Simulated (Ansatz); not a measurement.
Space group I4/mmm (No. 139). a = 3.176 Å, b = 3.176 Å, c = 4.139 Å, α = 90.00°, β = 90.00°, γ = 90.00°
```tsv
atom	site	symmetry	x	y	z
Ti	2a	4/mmm	0.0000	0.0000	0.0000
H	4d	-4m2	0.0000	0.5000	0.2500
```

Equation of state of this TiH$_{2}$ structure (not necessarily the ground state), with shape and atoms relaxed at each volume where symmetry leaves them free. It has no gap at any of these volumes. Computed with Ansatz, DFT PBEsol, scalar-relativistic, plane waves, PAW.

Plane waves to 420 eV, a k mesh through Γ of 18×18×18 on the computed 3-atom cell and Gaussian smearing (0.10 eV); no spin polarisation.

| V (Å³/atom) | E − E(largest V) (meV/atom) | P (GPa) |
| --- | --- | --- |
| 6.124 | 28.55 | 24.20 |
| 6.333 | 2.03 | 16.79 |
| 6.542 | -15.49 | 10.36 |
| 6.751 | -25.21 | 4.81 |
| 6.960 | -28.17 | 0.00 |
| 7.168 | -25.29 | -4.17 |
| 7.377 | -17.34 | -7.78 |
| 7.656 | 0.00 | -11.84 |

Fit a third-order Birch–Murnaghan equation to E(V).

V0 = 6.96 Å³/atom, B0 = 150 GPa, B0' = 3.8.